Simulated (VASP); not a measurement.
VASP ran on this input.

**INCAR**
```
SYSTEM = ZnTe
PREC = Accurate
ENCUT = 400
EDIFF = 1E-6
NELM = 100
ALGO = Normal
LREAL = .FALSE.
LASPH = .TRUE.
ISMEAR = 0
SIGMA = 0.05
GGA = PE
LMAXMIX = 4
LWAVE = .FALSE.
LCHARG = .FALSE.
IBRION = 2
ISIF = 3
NSW = 60
EDIFFG = -0.01
```

File POSCAR:
```
ZnTe
1
    0.0000000000     3.0500000000     3.0500000000
    3.0500000000     0.0000000000     3.0500000000
    3.0500000000     3.0500000000     0.0000000000
Zn Te
1 1
Direct
  0.0000000000   0.0000000000   0.0000000000
  0.2500000000   0.2500000000   0.2500000000
```

**KPOINTS**
```
Automatic mesh
0
Gamma
7 7 7
0 0 0
```

POTCAR, in this order: Zn Te (PBE.64 set). Program: vasp_std.

Q: Write an equivalent input for Quantum ESPRESSO's pw.x.

A: One equivalent input (not run):
```
&CONTROL
  calculation = 'vc-relax'
  pseudo_dir = './pseudo'
  outdir = './out'
  tprnfor = .true.
  tstress = .true.
  nstep = 60
  forc_conv_thr = 0.00039
/
&SYSTEM
  ibrav = 0
  nat = 2
  ntyp = 2
  ecutwfc = 84
  occupations = 'smearing'
  smearing = 'gaussian'
  degauss = 0.003675
  input_dft = 'pbe'
/
&ELECTRONS
  conv_thr = 7.3e-08
  electron_maxstep = 100
/
&IONS
/
&CELL
/
ATOMIC_SPECIES
  Zn 65.380 Zn.upf
  Te 127.600 Te.upf
CELL_PARAMETERS angstrom
     0.0000000    3.0500000    3.0500000
     3.0500000    0.0000000    3.0500000
     3.0500000    3.0500000    0.0000000
ATOMIC_POSITIONS crystal
  Zn   0.0000000  0.0000000  0.0000000
  Te   0.2500000  0.2500000  0.2500000
K_POINTS automatic
  7 7 7 0 0 0
```
The two are equivalent in intent, not identical: the potentials are each code's own (VASP's PAW set, PseudoDojo norm-conserving files in pw.x), so ENCUT and ecutwfc are chosen apart and not converted; conv_thr bounds pw.x's estimated SCF error, while EDIFF bounds the energy change between steps; forc_conv_thr acts on force components and is met together with etot_conv_thr.

The compound is ZnTe in the zinc blende structure. This run relaxes it. Symmetry was kept, so distortions that lower it aren't found.
